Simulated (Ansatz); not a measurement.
**Strain and the gap of CdS (wurtzite)**

CdS (wurtzite), relaxed with r2SCAN in Ansatz 0.2.0. The symmetry is P6_3mc (No. 186, hexagonal); a = 4.165 Å, c = 6.766 Å in the conventional setting, 25.41 Å³ an atom. Around Cd lie 4 S at 2.54–2.55 Å; around S lie 4 Cd at 2.54–2.55 Å.

The axes x, y and z are those of this cell:
```
CELL_PARAMETERS angstrom
4.16460 0.00000 0.00000
-2.08230 3.60665 0.00000
0.00000 0.00000 6.76601
ATOMIC_POSITIONS crystal
Cd 0.33333 0.66667 0.99904
Cd 0.66667 0.33333 0.49904
S 0.33333 0.66667 0.37596
S 0.66667 0.33333 0.87596
```

Unstrained: With PBE the gap is 1.173 eV and direct, at Γ. The r2SCAN gap is direct at Γ: 1.632 eV. With HSE06 the gap is 2.190 eV and direct, at Γ. Meshes: PBE 12×12×4, r2SCAN 12×12×4, HSE06 6×6×4. Strains are changes of length per length. After each strain the atoms were relaxed again with r2SCAN within the symmetry that the strain leaves, so tilts or polar shifts that break it weren't tested; points keep the names that they have in the unstrained zone. Calculated for a static, non-magnetic cell.

Changes of the least gap in eV (an overlap counts as a negative gap):

| strain | volume change (%) | space group | PBE | r2SCAN | HSE06 | energy rise, r2SCAN (meV/atom) |
| --- | --- | --- | --- | --- | --- | --- |
| epitaxial -5.0 % in the xy plane, free normal strain +4.66 % | -5.5 | P6_3mc | -0.197 | -0.208 | -0.203 | 38.2 |
| epitaxial +5.0 % in the xy plane, free normal strain -5.06 % | +4.7 | P6_3mc | -0.188 | -0.192 | -0.211 | 34.6 |
| uniaxial +3.0 % along x | +3.0 | Cmc2_1 | -0.096 | -0.098 | -0.105 | 6.0 |
| isotropic +0.5 % on every length | +1.5 | P6_3mc | -0.035 | -0.037 | -0.040 | 1.1 |

Epitaxial -5.0 % in the xy plane, free normal strain +4.66 %. HSE06: the gap goes from 2.190 to 1.987 eV (-0.203 eV). Stress change with r2SCAN, compression positive: xx +4.96, yy +4.96, zz +0.04 GPa.

Epitaxial +5.0 % in the xy plane, free normal strain -5.06 %. HSE06: the gap goes from 2.190 to 1.979 eV (-0.211 eV); with r2SCAN the top three valence levels at Γ, grouped 2+1 from the top over 38 meV, become 1+2 over 157 meV. Stress change with r2SCAN, compression positive: xx -4.13, yy -4.13, zz 0.00 GPa.

Uniaxial +3.0 % along x, other directions held. HSE06: the gap goes from 2.190 to 2.085 eV (-0.105 eV); with r2SCAN the top three valence levels at Γ, grouped 2+1 from the top over 38 meV, become 1+1+1 over 90 meV. Stress change with r2SCAN, compression positive: xx -2.43, yy -1.43, zz -1.23 GPa.

Isotropic +0.5 % on every length. HSE06: the gap goes from 2.190 to 2.150 eV (-0.040 eV). Stress change with r2SCAN, compression positive: xx -0.87, yy -0.87, zz -0.87 GPa. For HSE06, dE_g/d ln V = -2.7 eV over this step.

The runs are scalar-relativistic, without spin-orbit coupling.

The meshes of the hybrids are coarse, so their gaps aren't converged to the digits shown.

The splittings at Γ are without spin-orbit coupling, which regroups them where it is of like size or larger.
